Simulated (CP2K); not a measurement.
# PbO in CP2K: the effect of functional

PbO:

```
Pb O
1.0
     5.87600    0.00000    0.00000
     0.00000    5.47600    0.00000
     0.00000    0.00000    4.74300
Pb O
4 4
Direct
  0.76900 0.51400 0.25000
  0.23100 0.48600 0.75000
  0.76900 0.98600 0.75000
  0.23100 0.01400 0.25000
  0.13200 0.58200 0.25000
  0.86800 0.41800 0.75000
  0.13200 0.91800 0.75000
  0.86800 0.08200 0.25000
```

Alike in all runs:

| Item | Value |
| --- | --- |
| Program | CP2K 2026.2 |
| Task | single point |
| Potentials or basis | POTENTIAL_UZH Pb GTH-PBE-q4, O GTH-PBE-q6; DZVP-MOLOPT-PBE-GTH basis |
| Density cutoff | 11565 eV |
| k mesh | 4 × 4 × 5 |
| Occupations | fermi-dirac, width 0.05 eV |
| Spin | no spin polarisation |

```tsv
functional	gap on the mesh (eV)	pressure (GPa)	largest force (eV/Å)
PBE	1.96	4.6	1.12
LDA	?	?	?
PBEsol	1.89	3.1	1.14
BEEF-vdW	2.12	5.2	1.09
PW91	1.99	4.4	1.11
rev-vdW-DF2	2.02	4.6	1.15
SCAN	2.23	2.9	1.12
```

What does the run with functional LDA give?

gap on the mesh 1.91 eV; pressure 2.4 GPa; largest force 1.14 eV/Å.

Caveats: spin-orbit coupling is left out, which as a rule narrows the gap of such compounds by several tenths of an eV; an odd mesh through Γ misses points on the zone boundary, where band edges often lie; the cell's inner coordinates are idealised or old, which leaves forces on the atoms; the basis of atomic orbitals isn't converged, which shifts pressures, moduli and gaps; the potentials were made for another functional, which shifts forces and pressure (some runs).
